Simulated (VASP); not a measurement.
Input of a VASP 6.6.1 run:

INCAR

```
ALGO = Normal
EDIFF = 1E-6
ENCUT = 520
GGA = CA
ISIF = 2
ISMEAR = 0
KPAR = 2
LASPH = True
LCHARG = False
LREAL = False
LWAVE = False
NELM = 80
PREC = Accurate
SIGMA = 0.02
```

KPOINTS

```
k-points
0
Gamma
  8 8 4
```

The input POSCAR:

```
CO2
1.0
    2.6359112300     -2.3873781200      0.0000000000
    2.6359112300      2.3873781200      0.0000000000
    0.0000000000      0.0000000000      6.5871749100
O C
4 2
Direct
    0.3065085700      0.6934914300      0.6081566100
    0.6934914300      0.3065085700      0.3918433900
    0.1934914300      0.8065085700      0.1081566100
    0.8065085700      0.1934914300      0.8918433900
    0.5000000000      0.5000000000      0.5000000000
    0.0000000000      0.0000000000      0.0000000000
```

File KPOINTS_OPT:

```
path GXSRAZGYX1A1TY,ZT
20
line-mode
reciprocal
 0.0000000000  0.0000000000  0.0000000000  G
 0.4550788467 -0.4550788467  0.0000000000  X

 0.4550788467 -0.4550788467  0.0000000000  X
 0.0000000000 -0.5000000000  0.0000000000  S

 0.0000000000 -0.5000000000  0.0000000000  S
 0.0000000000 -0.5000000000 -0.5000000000  R

 0.0000000000 -0.5000000000 -0.5000000000  R
 0.4550788467 -0.4550788467 -0.5000000000  A

 0.4550788467 -0.4550788467 -0.5000000000  A
 0.0000000000  0.0000000000 -0.5000000000  Z

 0.0000000000  0.0000000000 -0.5000000000  Z
 0.0000000000  0.0000000000  0.0000000000  G

 0.0000000000  0.0000000000  0.0000000000  G
-0.5000000000 -0.5000000000  0.0000000000  Y

-0.5000000000 -0.5000000000  0.0000000000  Y
-0.4550788467 -0.5449211533  0.0000000000  X1

-0.4550788467 -0.5449211533  0.0000000000  X1
-0.4550788467 -0.5449211533 -0.5000000000  A1

-0.4550788467 -0.5449211533 -0.5000000000  A1
-0.5000000000 -0.5000000000 -0.5000000000  T

-0.5000000000 -0.5000000000 -0.5000000000  T
-0.5000000000 -0.5000000000  0.0000000000  Y

 0.0000000000  0.0000000000 -0.5000000000  Z
-0.5000000000 -0.5000000000 -0.5000000000  T
```

Potentials or basis: VASP PAW LDA potentials, release 64 (O, C).

Run with:

```sh
$ cat potpaw_LDA.64/O/POTCAR potpaw_LDA.64/C/POTCAR > POTCAR
$ mpirun -np 2 vasp_std > vasp.out
```

Task: What does it give for the band gap along the path?

Result: 6.30 eV, indirect (least direct gap 6.88 eV).

Task: Predict the largest force.

Result: 0.196 eV/Å.

Forces in eV/Å, atoms in the order of the input:
```
O    0.000  0.164  0.108
O    0.000 -0.164 -0.108
O    0.000 -0.164  0.108
O    0.000  0.164 -0.108
C    0.000  0.000  0.000
C    0.000  0.000  0.000
```

Caveat: the standard files for N, O and F lose accuracy on very short bonds. LDA gaps usually lie below the measured ones, often by a third to a half.
